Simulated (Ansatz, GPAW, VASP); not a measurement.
## PbSe: 3 runs at one level of theory

```
Pb Se
1.0
     0.00000    3.06065    3.06065
     3.06065    0.00000    3.06065
     3.06065    3.06065    0.00000
Pb Se
1 1
Direct
  0.00000 0.00000 0.00000
  0.50000 0.50000 0.50000
```

Alike in all runs: task single point; functional PBE; k mesh 8 × 8 × 8; occupations gaussian, width 0.014 eV; no spin polarisation; no spin-orbit coupling. Pressure is positive in compression and, in plane waves, holds the error of the finite cutoff.

| program and potentials | plane-wave cutoff (eV) | notes | band gap (eV) | pressure (GPa) |
| --- | --- | --- | --- | --- |
| GPAW, GPAW PAW data sets (gpaw-data 1.2.1) | 600 | - | 0.24 | 2.22 |
| VASP, PBE PAW files Pb_d, Se, 520 eV | 520 | - | ? | ? |
| Ansatz, all-electron LAPW, scalar-relativistic | - | - | 0.28 | 2.43 |

Question: Estimate from the other rows what the run with VASP, PBE PAW files Pb_d, Se, 520 eV gave.

Answer: Band gap 0.29 eV; pressure 2.41 GPa. The other rows, which needn't bracket it: band gap 0.24 to 0.28; pressure 2.22 to 2.43.
